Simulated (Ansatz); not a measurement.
# AgCl: stiffness from a series of strains

```yaml
crystal:
  lattice:
    - [3.43397, 0.00000, 0.00000]
    - [0.00000, 3.43397, 0.00000]
    - [0.00000, 0.00000, 3.43397]
  atoms:
    - { symbol: Ag, position: [0.00000, 0.00000, 0.00000] }
    - { symbol: Cl, position: [0.50000, 0.50000, 0.50000] }
```

Atoms are numbered in the order listed.

The cell is the one relaxed in the Materials Project (mp-726265), not relaxed further here; entries there can be hypothetical.

All numbers below come from DFT, PBE, all-electron LAPW, scalar-relativistic (Ansatz 0.2.0).

Sampling and basis: a Γ-centred 9×9×9 k mesh, Fermi–Dirac smearing of 0.01 eV, basis error target 1 meV/atom, no spin polarisation.

The strain is applied along the Cartesian axes of the cell as listed (γ is the engineering shear, twice εxy = εyz = εzx). Fractional coordinates are held (clamped ions).

σ is the change of stress from the unstrained cell, which is at -0.12 GPa; tension is positive, so slopes are stress–strain coefficients at that pressure.

Only quantities that a quadratic follows smoothly over the whole series are listed; rougher ones are left out.

| γ | σxy (GPa) |
| --- | --- |
| -0.0300 | 0.35 |
| -0.0200 | 0.24 |
| -0.0100 | 0.12 |
| 0.0000 | 0.00 |
| 0.0100 | -0.12 |
| 0.0300 | -0.35 |

Task: Fit the series and read off the stiffness at zero strain.

Result: Least-squares fits y = p0 + p1 x + p2 x² to the rows give σxy (GPa): p1 = -11.7, p2 = -3.5e-14. So C44 (clamped ions) = -12 GPa.

Task: One run, at γ = 0.0200, is withheld. Predict its row.

Result: The fits give -0.23; the run gave -0.24.
